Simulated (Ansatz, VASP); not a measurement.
# Two plane-wave programs on TiC

File INCAR:

```
SYSTEM = TiC
PREC = Accurate
ENCUT = 520
EDIFF = 1E-7
ISMEAR = -1
SIGMA = 0.05
LREAL = .False.
LASPH = .True.
NELM = 80
ALGO = Normal
ISIF = 2
LWAVE = .False.
LCHARG = .False.
GGA = PE
ALDAC = 0.0
AGGAC = 0.0
NBANDS = 15
```

The input KPOINTS:

```
regular mesh
0
Gamma
  11 11 11
  0 0 0
```

File POSCAR:

```
TiC
1.0
    0.0000000000      2.1657188437      2.1657188437
    2.1657188437      0.0000000000      2.1657188437
    2.1657188437      2.1657188437      0.0000000000
Ti C
1 1
Direct
    0.0000000000      0.0000000000      0.0000000000
    0.5000000000      0.5000000000      0.5000000000
```

Contents of input.yaml:

```yaml
crystal:
  lattice:
    - [0.0, 2.1657188437, 2.1657188437]
    - [2.1657188437, 0.0, 2.1657188437]
    - [2.1657188437, 2.1657188437, 0.0]
  atoms:
    - { symbol: Ti, position: [0.0, 0.0, 0.0] }
    - { symbol: C, position: [0.5, 0.5, 0.5] }
hamiltonian:
  xc: { exchange: pbe, correlation: none }
  pseudopotentials: { kind: paw }
kpoints:
  mp_grid: { grid: [11, 11, 11] }
  band_path:
    path:
      - [[0.0, 0.0, 0.0], [0.5, 0.0, 0.5], [0.5, 0.25, 0.75], [0.375, 0.375, 0.75], [0.0, 0.0, 0.0], [0.5, 0.5, 0.5], [0.625, 0.25, 0.625], [0.5, 0.25, 0.75], [0.5, 0.5, 0.5], [0.375, 0.375, 0.75]]
      - [[0.625, 0.25, 0.625], [0.5, 0.0, 0.5]]
    npoints: 14
scf:
  occupations: { method: fermi_dirac, width: 0.05 }
  n_extra_bands: 6
output:
  forces: true
  stress: true
  eigenvalues: true
  fatbands: true
  write_density: true
  write_potential: true
  elf: true
  volumetric_format: npy
```

The cell is a database's computed one.

Alike in both runs: functional PBE exchange alone; k mesh 11 × 11 × 11; occupations fermi-dirac, width 0.05 eV; no spin polarisation.

|  | VASP | Ansatz |
| --- | --- | --- |
| version | VASP 6.6.1 | Ansatz 0.2.0 |
| potentials or method | VASP PAW PBE potentials, release 64 (Ti_sv, C) | Ansatz PAW |
| plane-wave cutoff (eV) | 520 | 420 |
| valence electrons in the cell | 16 | 16 |
| task | single point | band structure |

VASP gave:

* gap on the k mesh at the Fermi level (eV): none
* pressure (GPa): 24.1

**Question.** What did Ansatz give for the same quantities?

**Answer.** gap on the k mesh at the Fermi level (eV): none; pressure (GPa): 23.7.

A gap of «none» marks a metal or a gap that the smearing closes. The functional is the same, so the differences come from potentials, cutoffs and numerics.

Caveats: so large a pressure means that the cell lies far from this level's equilibrium, or that cutoff or potentials fall short; the pressure holds a Pulay correction of +0.3 GPa for the finite cutoff (Ansatz); the PAW data sets come from PBE, with cores solved anew for the run's functional, which leaves a small shift of forces and pressure (Ansatz).
